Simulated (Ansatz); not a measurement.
# The 2H-MoTe2 bilayer (2H stacking) between two gates

Aim: screening and gap of the neutral 2H-MoTe2 bilayer (2H stacking) between oppositely charged gates.

Main program and level: Ansatz 0.2.0; plane-wave DFT, PBEsol-D3(BJ), Ansatz PAW, in the first sound run; inputs show where later runs differ.

## (1) Starting point

The cell holds 6 atoms: 4 Te and 2 Mo. Cell: a = 3.550 Å, b = 3.550 Å, c = 52.648 Å, α = 90.0°, β = 90.0°, γ = 120.0°. Regions: layer 1: 2H-MoTe2, 3 atoms (2 Te and 1 Mo); layer 2: 2H-MoTe2, 3 atoms (2 Te and 1 Mo). Vacuum lies along c.

## (2) Relaxation

The starting cell is a guess, so the in-plane lattice and the atoms are relaxed first, with the slab cut off from its images along the normal.

input.yaml reads:

```yaml
crystal:
  lattice:
    - [3.55, 0.0, 0.0]
    - [-1.775, 3.0743901834, 0.0]
    - [0.0, 0.0, 52.6482052597]
  atoms:
    - { symbol: Te, position: [0.3333333333, 0.6666666667, 0.3969745958] }
    - { symbol: Mo, position: [0.0, 0.0, 0.432817248] }
    - { symbol: Te, position: [0.3333333333, 0.6666666667, 0.4686599003] }
    - { symbol: Te, position: [0.0, 0.0, 0.5313400997] }
    - { symbol: Mo, position: [0.3333333333, 0.6666666667, 0.567182752] }
    - { symbol: Te, position: [0.0, 0.0, 0.6030254042] }
  periodic: [true, true, false]
kpoints:
  mp_grid: { grid: [12, 12, 1] }
hamiltonian:
  xc: pbesol
  dispersion: d3bj
scf:
  occupations: { method: fermi_dirac, width: 0.05 }
  convergence: { dr2_threshold: 1.0e-09 }
relax:
  f_tol: 0.004
  max_steps: 90
  cell: {}
output:
  write_potential: true
  write_density: true
  volumetric_format: npy
```

Run with:

```sh
> ansatz run input.yaml --threads 4 --pin off --max-ram 6144MiB --backend cpu --events-out ev --progress --plain --runs-dir out
```

Numbers of over 12 decimals in the logs are rounded to 6 here.

The program printed:

```text
Warning: relax.cell: scf.convergence.dr2_threshold = 1e-9 eV is looser than the 1.38042845272e-10 eV advised for a relaxation that steers and ends on the stress (1e-10 eV for each atom of the cell: 6, times the square of relax.cell.stress_2d_tol = 0.05 N/m over 20.8 Å (the atoms' height at the walk's start and 5 Å past either face), 2.398e-2 GPa, over a crystal's default 0.05). What an SCF threshold leaves in a stress goes as its square root, and in the free energy as the threshold itself, and one threshold admits the most on a small cell: [figures from the program's tests cut] Set scf.convergence.dr2_threshold to 1.38042845272e-10 eV or tighter. [rest of the remark cut]
Engine: ansatz 0.2.0, aarch64-unknown-linux-gnu
Pseudopotentials: kind: paw
Pseudopotential: Te, paw, valence charge 16, recommended cutoff 420 eV (normal), Te.paw.azcp
Pseudopotential: Mo, paw, valence charge 14, recommended cutoff 420 eV (normal), Mo.paw.azcp
Functional definition: PBEsol
  exchange = pbesol_x
  correlation = pbesol_c
Crystal: 6 atoms, lattice volume = 574.607 Å³
Basis set: ecut = 420 eV, 11101 PW (Γ), exchange–correlation on 48×48×720 points (8 copies of the dense FFT grid, shifted against one another)
Bands: 56, of which v1, the nominal top of the filled ones, is band 46 counted from 1 (45 counted from 0)
Symmetry: 12 space group operations
Space group: P-3m1 (ITA 164), of the structure as read, at distance tolerance 8.3e-5 Å
k-points: 19 of 144
Non-local potential: Te, projectors of the file, l = 0: 2, l = 1: 2, l = 2: 2, l = 3: 2
Non-local potential: Mo, projectors of the file, l = 0: 3, l = 1: 2, l = 2: 2, l = 3: 1
PAW form: soft (Blöchl's): semilocal exchange-correlation on the pseudo side does not see the compensation charge
PAW frozen core: Te, regenerated for the run's functional, and the local potential with it (the file was generated under x = pbe(κ = 0.804, μ = 0.219515), c = pbe(β = 0.066725))
PAW frozen core: Mo, regenerated for the run's functional, and the local potential with it (the file was generated under x = pbe(κ = 0.804, μ = 0.219515), c = pbe(β = 0.066725))
PAW one-centre angular grid: Te, 590 points (default); XC on 64 Gauss nodes
PAW one-centre angular grid: Mo, 590 points (default); XC on 64 Gauss nodes
Initial density: superposition of atomic densities (neutral atoms: chi_scale 0, normalization atom), corrected by the library's trained network
Initial wavefunctions: pseudopotential atomic-orbital guess
Functional: x = pbesol(κ = 0.804, μ = 0.123457), c = pbesol(β = 0.046)
SCF iter   1: F=—  HF=-37404.802857 eV  |F-HF|=—  |Δ(HF+E_count)|=         —  Δρ=3.19e-3  dr2=1.49e-1  ethr=1.77e-3  ⟨swp⟩=18.6  Hψ=7057  notcnv=0
preconditioner: auto → Resta (q_TF=auto, 2.010 Å⁻¹)  ε∞=2.7  [insulator: Δε(μ)=0.856 eV  Ē_g=7.034 eV  σ=0.050 eV  W_gap=1.00  n_scr=32 (ndim 8)  ℏωp=9.3 eV  f_vac=0.718  D(μ)=0.00/eV (n_scr^D=0)  ε∞_Penn≈2.7  vacuum switching on, ρ_ref=3.6e-3 e/Å³]
SCF iter   2: F=—  HF=-37404.829921 eV  |F-HF|=—  |Δ(HF+E_count)|=   2.71e-2  Δρ=2.94e-3  dr2=4.18e-1  ethr=1.62e-4  ⟨swp⟩=4.2  Hψ=2312  notcnv=0  defer=35
SCF iter   3: F=—  HF=-37404.799682 eV  |F-HF|=—  |Δ(HF+E_count)|=   3.02e-2  Δρ=1.13e-3  dr2=8.43e-3  ethr=1.62e-4  ⟨swp⟩=3.9  Hψ=1721  notcnv=0  defer=35
SCF iter   4: F=—  HF=-37404.801467 eV  |F-HF|=—  |Δ(HF+E_count)|=   1.78e-3  Δρ=4.48e-4  dr2=5.13e-3  ethr=9.17e-6  ⟨swp⟩=3.2  Hψ=1673  notcnv=0  defer=35
SCF iter   5: F=—  HF=-37404.801099 eV  |F-HF|=—  |Δ(HF+E_count)|=   3.69e-4  Δρ=1.82e-4  dr2=3.35e-4  ethr=5.58e-6  ⟨swp⟩=3.0  Hψ=1306  notcnv=0  defer=35
SCF iter   6: F=—  HF=-37404.801099 eV  |F-HF|=—  |Δ(HF+E_count)|=   6.41e-8  Δρ=4.74e-5  dr2=2.17e-5  ethr=3.64e-7  ⟨swp⟩=3.8  Hψ=2270  notcnv=0  defer=35
SCF iter   7: F=—  HF=-37404.801113 eV  |F-HF|=—  |Δ(HF+E_count)|=   1.49e-5  Δρ=1.67e-5  dr2=2.28e-6  ethr=2.36e-8  ⟨swp⟩=3.1  Hψ=1762  notcnv=0  defer=35
SCF iter   8: F=—  HF=-37404.801179 eV  |F-HF|=—  |Δ(HF+E_count)|=   6.52e-5  Δρ=5.10e-6  dr2=3.08e-7  ethr=2.48e-9  ⟨swp⟩=3.2  Hψ=1695  notcnv=0  defer=35
SCF iter   9: F=—  HF=-37404.801179 eV  |F-HF|=—  |Δ(HF+E_count)|=   1.70e-7  Δρ=1.36e-6  dr2=1.76e-8  ethr=3.34e-10  ⟨swp⟩=3.4  Hψ=2149  notcnv=0  defer=35
SCF iter  10: F=-37404.801179 eV  HF=-37404.801179 eV  |F-HF|=4.18e-9  |Δ(HF+E_count)|=   1.73e-8  Δρ=2.47e-7  dr2=6.02e-10  ethr=1.09e-12  ⟨swp⟩=11.5  Hψ=8956  notcnv=0
SCF 1 converged in 10 iterations: F = -37404.801179 eV  dr2 = 6.02e-10
  greatest PAW one-centre occupation: 0.999 electrons in one spin orbital (limit 2), on the Mo atom at site 4 (counted from 0), in its partial waves of l = 0
relax step   1: F+E_penalty+E_count = -37404.80117887 eV  Δ(F+E_penalty+E_count) = +0.000e0 eV  max|allowed force component| = 1.404e0 eV/Å  Δτ_max = 0.0000 Å  P = -11.978 N/m  Ω = 574.607 Å³  fix = [c, alpha, beta]  reactions: c -0.000 N/m  (10 SCF iters, accepted)
Crystal: 6 atoms, lattice volume = 554.404 Å³
Basis set: ecut = 420 eV, 10765 PW (Γ), exchange–correlation on 48×48×720 points (8 copies of the dense FFT grid, shifted against one another)
Initial density: handed on by an earlier stage of this run
Initial wavefunctions: those handed on with the density
iter 1 solved again at ethr=6.61e-4 eV; its pass at ethr=3.10e-3 eV (dr2=6.08e-1 eV) is discarded
SCF iter   1: F=—  HF=-37405.075315 eV  |F-HF|=—  |Δ(HF+E_count)|=         —  Δρ=7.31e-3  dr2=6.13e-1  ethr=6.61e-4  ⟨swp⟩=2.3  Hψ=7726  notcnv=0
preconditioner: auto → Resta (q_TF=auto, 2.022 Å⁻¹)  ε∞=2.5  [insulator: Δε(μ)=0.805 eV  Ē_g=7.619 eV  σ=0.050 eV  W_gap=1.00  n_scr=32 (ndim 8)  ℏωp=9.5 eV  f_vac=0.725  D(μ)=0.00/eV (n_scr^D=0)  ε∞_Penn≈2.5  vacuum switching on, ρ_ref=4.2e-3 e/Å³]
SCF iter   2: F=—  HF=-37405.092798 eV  |F-HF|=—  |Δ(HF+E_count)|=   1.75e-2  Δρ=7.05e-3  dr2=8.32e-1  ethr=6.61e-4  ⟨swp⟩=4.2  Hψ=1947  notcnv=0
SCF iter   3: F=—  HF=-37404.992178 eV  |F-HF|=—  |Δ(HF+E_count)|=   1.01e-1  Δρ=2.19e-3  dr2=2.01e-2  ethr=6.61e-4  ⟨swp⟩=3.5  Hψ=1847  notcnv=0  defer=32
SCF iter   4: F=—  HF=-37404.986521 eV  |F-HF|=—  |Δ(HF+E_count)|=   5.66e-3  Δρ=3.20e-4  dr2=5.43e-4  ethr=2.18e-5  ⟨swp⟩=3.7  Hψ=2218  notcnv=0  defer=34
SCF iter   5: F=—  HF=-37404.986753 eV  |F-HF|=—  |Δ(HF+E_count)|=   2.32e-4  Δρ=1.59e-4  dr2=1.99e-3  ethr=5.90e-7  ⟨swp⟩=3.3  Hψ=2236  notcnv=0  defer=34
SCF iter   6: F=—  HF=-37404.986598 eV  |F-HF|=—  |Δ(HF+E_count)|=   1.55e-4  Δρ=5.92e-5  dr2=3.94e-5  ethr=5.90e-7  ⟨swp⟩=2.9  Hψ=1437  notcnv=0  defer=34
SCF iter   7: F=—  HF=-37404.986610 eV  |F-HF|=—  |Δ(HF+E_count)|=   1.13e-5  Δρ=1.41e-5  dr2=1.79e-6  ethr=4.28e-8  ⟨swp⟩=3.9  Hψ=2309  notcnv=0  defer=34
[...]
SCF iter   9: F=—  HF=-37405.299628 eV  |F-HF|=—  |Δ(HF+E_count)|=   1.17e-7  Δρ=2.86e-6  dr2=1.97e-7  ethr=8.50e-10  ⟨swp⟩=2.9  Hψ=1722  notcnv=0  defer=15
SCF iter  10: F=—  HF=-37405.299628 eV  |F-HF|=—  |Δ(HF+E_count)|=   2.63e-8  Δρ=6.82e-7  dr2=1.04e-8  ethr=2.15e-10  ⟨swp⟩=2.7  Hψ=1551  notcnv=0  defer=15
SCF iter  11: F=—  HF=-37405.299628 eV  |F-HF|=—  |Δ(HF+E_count)|=   6.00e-9  Δρ=3.09e-7  dr2=1.34e-9  ethr=1.13e-11  ⟨swp⟩=3.4  Hψ=2251  notcnv=0  defer=15
SCF iter  12: F=—  HF=-37405.299628 eV  |F-HF|=—  |Δ(HF+E_count)|=  9.46e-10  Δρ=1.88e-7  dr2=1.56e-9  ethr=1.09e-12  ⟨swp⟩=12.2  Hψ=7415  notcnv=0
SCF iter  13: F=-37405.299628 eV  HF=-37405.299628 eV  |F-HF|=2.98e-10  |Δ(HF+E_count)|=  2.11e-10  Δρ=3.45e-8  dr2=1.90e-11  ethr=1.09e-12  ⟨swp⟩=8.2  Hψ=5969  notcnv=0
SCF 3 converged in 13 iterations: F = -37405.299628 eV  dr2 = 1.90e-11
relax step   3: F+E_penalty+E_count = -37405.29962798 eV  Δ(F+E_penalty+E_count) = -3.130e-1 eV  max|allowed force component| = 1.789e-1 eV/Å  Δτ_max = 0.1939 Å  P = -0.767 N/m  Ω = 538.565 Å³  energy of the carried Pulay correction = +1.739e-3 eV  fix = [c, alpha, beta]  reactions: c -0.000 N/m  (13 SCF iters, accepted)
[...]
relax step   4: F+E_penalty+E_count = -37405.30301513 eV  Δ(F+E_penalty+E_count) = -3.387e-3 eV  max|allowed force component| = 1.959e-1 eV/Å  Δτ_max = 0.1904 Å  P = +0.537 N/m  Ω = 537.410 Å³  energy of the carried Pulay correction = +1.796e-3 eV  fix = [c, alpha, beta]  reactions: c +0.000 N/m  (11 SCF iters, accepted)
[...]
relax step   5: F+E_penalty+E_count = -37405.31965030 eV  Δ(F+E_penalty+E_count) = -1.664e-2 eV  max|allowed force component| = 2.211e-3 eV/Å  Δτ_max = 0.0782 Å  P = +0.098 N/m  Ω = 538.850 Å³  energy of the carried Pulay correction = +1.724e-3 eV  fix = [c, alpha, beta]  reactions: c +0.000 N/m  (11 SCF iters, accepted)
[...]
relax step   6: F+E_penalty+E_count = -37405.31966135 eV  Δ(F+E_penalty+E_count) = -1.105e-5 eV  max|allowed force component| = 1.149e-3 eV/Å  Δτ_max = 0.0011 Å  P = +0.034 N/m  Ω = 539.152 Å³  energy of the carried Pulay correction = +1.709e-3 eV  fix = [c, alpha, beta]  reactions: c +0.000 N/m  (7 SCF iters, accepted)
Initial wavefunctions: pseudopotential atomic-orbital guess (no wavefunctions were taken with the density)
iter 1 solved again at ethr=1.09e-7 eV; its pass at ethr=3.10e-3 eV (dr2=1.00e-4 eV) is discarded
SCF iter   1: F=—  HF=-37405.317992 eV  |F-HF|=—  |Δ(HF+E_count)|=         —  Δρ=3.93e-5  dr2=1.15e-6  ethr=1.09e-7  ⟨swp⟩=7.0  Hψ=12082  notcnv=0
SCF iter   2: F=—  HF=-37405.317864 eV  |F-HF|=—  |Δ(HF+E_count)|=   1.28e-4  Δρ=1.94e-5  dr2=2.88e-7  ethr=1.25e-9  ⟨swp⟩=3.6  Hψ=2372  notcnv=0
SCF iter   3: F=—  HF=-37405.317865 eV  |F-HF|=—  |Δ(HF+E_count)|=   2.65e-7  Δρ=4.37e-6  dr2=1.55e-7  ethr=3.13e-10  ⟨swp⟩=2.9  Hψ=2163  notcnv=0
SCF iter   4: F=—  HF=-37405.317865 eV  |F-HF|=—  |Δ(HF+E_count)|=   8.54e-9  Δρ=3.02e-6  dr2=1.78e-7  ethr=1.69e-10  ⟨swp⟩=3.0  Hψ=1696  notcnv=0
SCF iter   5: F=—  HF=-37405.317865 eV  |F-HF|=—  |Δ(HF+E_count)|=   1.27e-8  Δρ=1.19e-6  dr2=2.18e-8  ethr=1.69e-10  ⟨swp⟩=1.9  Hψ=1297  notcnv=0
SCF iter   6: F=—  HF=-37405.317865 eV  |F-HF|=—  |Δ(HF+E_count)|=   2.16e-9  Δρ=2.65e-7  dr2=1.51e-9  ethr=2.37e-11  ⟨swp⟩=2.5  Hψ=1499  notcnv=0
SCF iter   7: F=-37405.317865 eV  HF=-37405.317865 eV  |F-HF|=1.60e-10  |Δ(HF+E_count)|=  4.95e-10  Δρ=4.90e-8  dr2=1.44e-11  ethr=1.09e-12  ⟨swp⟩=17.3  Hψ=8542  notcnv=0
SCF 7 converged in 7 iterations: F = -37405.317865 eV  dr2 = 1.44e-11
relax step   7: F+E_penalty+E_count = -37405.31786450 eV  Δ(F+E_penalty+E_count) = +1.797e-3 eV  max|allowed force component| = 1.317e-3 eV/Å  Δτ_max = 0.0000 Å  P = +0.034 N/m  Ω = 539.152 Å³  fix = [c, alpha, beta]  reactions: c +0.000 N/m  stress off target by 3.40e-2 N/m on what of the cell is left free  SCF on the basis re-selected at this cell (its energy is not comparable with the rows above)  (7 SCF iters)
basis re-selected at this cell: Δ(F+E_penalty+E_count) = +1.797e-3 eV, ΔP = +0.000 N/m vs the last step (what re-selecting the basis moved, of the pressure what is left beyond the Pulay correction that the steps carried, after the strain that the cell walked since its last selection, with what the two solves' SCF thresholds leave and, on support functions, any second-order correction that the steps lacked; it is no m [...]
WARN: The output density's exchange-correlation potential varies sharply where the density is thin. Do not read a vacuum level from v_tot or v_xc, or from such a field of the output density. On a cell that repeats whose density bears no net charge and no dipole along the vacuum's axis use v_es (v_loc + v_h of the components); under efield.dipole_correction with no amplitude use v_es + v_field, which holds any externa [...]
SCF converged after 7 iterations
Free energy (F): -37405.317865 eV
Harris-Foulkes:  -37405.317865 eV  (|F-HF|=1.60e-10)
Internal energy: -37405.317790 eV  (E = F + TS)
E sigma→0 (E₀):  -37405.317827 eV
Entropy (-TS):   -0.000075 eV (-0.012 meV/atom)
Fermi energy:    -4.266354 eV
--- Per-component energies (eV) ---
  E_band       = -2725.565045
  E_kinetic    = 1616.048240
  E_local      = -672410.660079  (includes V_loc(G=0)·N_el)
  E_nonlocal   = -938.901659
  E_hartree    = 335850.959712
  E_xc         = -862.750148
  E_vxc        = -879.548952  (∫ρ·V_xc dr)
  E_paw        = -24628.898645  (= ΣΔE_a)
  E_vpaw       = -1814.420033  (= ΣTr[D̂ρ^β])
  E_aug_tail   = -0.000631  (compensation charges beyond the density's cutoff)
  E_ewald      = 323969.724119
  E_disp       = -2.756558  (pairwise vdW)
  E_core_change = 1.917859  (= ΣΔE_core)
  E_smearing   = -0.000075  (= −TS)
  E_closure    = -0.000000  (closes the sum)
  Σ components = -37405.317865   (vs F -37405.317865, Δ=0.00e0)
--- Forces (eV/Å), atoms counted from 1 ---
  atom   1  Te     0.00000000    -0.00000000    -0.00131655
  atom   2  Mo     0.00000000     0.00000000     0.00013638
  atom   3  Te     0.00000000    -0.00000000     0.00057285
  atom   4  Te     0.00000000     0.00000000    -0.00057285
  atom   5  Mo     0.00000000    -0.00000000    -0.00013638
  atom   6  Te     0.00000000     0.00000000     0.00131655
  max |Σ_I F_I| component: 9.25e-18 eV/Å
--- 2D stress c σ (N/m, compression-positive) ---
        0.034017       0.000000       0.000000
        0.000000       0.034017       0.000000
        0.000000       0.000000       0.000000
  P = ½ c Tr σ = 0.0340 N/m
--- Band table (eV; the first three rows and the last of 19) ---
  k-point 0: bands = [... 42 lower, -5.6648, -5.6321, -5.6321, -4.5818, -1.6040, -1.6040, -1.4202, -1.4202, ... 6 higher]
  k-point 1: bands = [... 42 lower, -5.7669, -5.6168, -5.5902, -4.6285, -2.0244, -1.8731, -1.8008, -1.6963, ... 6 higher]
  k-point 2: bands = [... 42 lower, -5.9252, -5.6852, -5.6583, -5.0455, -2.7786, -2.6599, -2.4686, -2.3262, ... 6 higher]
  k-point 18: bands = [... 42 lower, -6.7029, -6.7029, -5.0431, -4.8128, -3.5506, -3.5506, -3.5217, -2.7926, ... 6 higher]
  the weakly bound empty levels are not read free of the cell's end (no_gap_told)
--- Relaxed structure (6 steps of the walk, 6 accepted, 1 SCFs on fresh bases) ---
  F+E_penalty+E_count = -37405.31786450 eV   max|allowed force component| = 1.317e-3 eV/Å   (the final SCF, on the basis selected at the relaxed cell)
  cell:  # Å, volume = 539.1519 Å³
    - [3.438733, 0, 0]
    - [-1.719366, 2.978030, 0]
    - [0, 0, 52.6482052597]
  atoms:
    - { symbol: Te, position: [0.333333, 0.666667, 0.402205] }
    - { symbol: Mo, position: [1.5586518833879114e-17, -5.08852219630634e-17, 0.436665] }
    - { symbol: Te, position: [0.333333, 0.666667, 0.471196] }
    - { symbol: Te, position: [5.075602231396477e-18, -5.08852219630634e-17, 0.528804] }
    - { symbol: Mo, position: [0.333333, 0.666667, 0.563335] }
    - { symbol: Te, position: [6.392576007011029e-19, -5.08852219630634e-17, 0.597795] }
```

Elapsed: 66 s, on 4 threads of Arm Neoverse V2, shared host; peak memory 1.4 GiB; 4.1 min of CPU time.

Step by step:

| step | energy less that of the first step (eV) | largest force component (eV/Å) | volume (Å³) |
| --- | --- | --- | --- |
| 1 | 0.0000 | 1.4036 | 574.61 |
| 2 | -0.1855 | 1.4295 | 554.40 |
| 3 | -0.4984 | 0.1789 | 538.57 |
| 4 | -0.5018 | 0.1959 | 537.41 |
| 5 | -0.5185 | 0.0022 | 538.85 |
| 6 | -0.5185 | 0.0011 | 539.15 |
| 7* | -0.5167 | 0.0013 | 539.15 |

Relaxation steps marked * repeat the geometry before them on a plane-wave basis chosen anew for their cell, so energy and pressure can jump there.

The run keeps the 12 symmetry operations that it works with, so distortions that break them were not tested.

| cell as run | before | after | change |
| --- | --- | --- | --- |
| a (Å) | 3.550 | 3.439 | -3.1 % |
| b (Å) | 3.550 | 3.439 | -3.1 % |

The atoms that moved most (Å, along periodic axes as changes of fractional coordinates times the final cell, across vacuum about the mean position):

| atom | dx | dy | dz | length |
| --- | --- | --- | --- | --- |
| Te6 | 0.000 | 0.000 | -0.275 | 0.275 |
| Te1 | 0.000 | 0.000 | 0.275 | 0.275 |
| Mo2 | 0.000 | 0.000 | 0.203 | 0.203 |
| Mo5 | 0.000 | 0.000 | -0.203 | 0.203 |
| Te4 | 0.000 | 0.000 | -0.134 | 0.134 |
| Te3 | 0.000 | 0.000 | 0.134 | 0.134 |

Final coordinates:

```xyz
6
Lattice="3.4387 0.0000 0.0000 -1.7194 2.9780 0.0000 0.0000 0.0000 52.6482" Properties=species:S:1:pos:R:3
Te    0.0000    1.9854   21.1754
Mo    0.0000    0.0000   22.9896
Te    0.0000    1.9854   24.8076
Te    0.0000    0.0000   27.8406
Mo    0.0000    1.9854   29.6586
Te    0.0000    0.0000   31.4728
```

The lattice constant a goes from 3.550 to 3.439 Å.

[end of part 1 of 3]

[Logs are printed without paths, hosts, clocks, repeated set-up lines and the standing remarks that a program may print on its own settings, such as how far it seeks lower states.]

[Hosts, paths, dates, database ids (printed as entryN), source tags and the programs' standing remarks are cut or masked in the printed files.]

[Maps of the electrostatic potential energy from Ansatz leave out the sawtooth potential of an applied field or a dipole correction, so their vacuum need not be flat; planar profiles and work functions include it.]
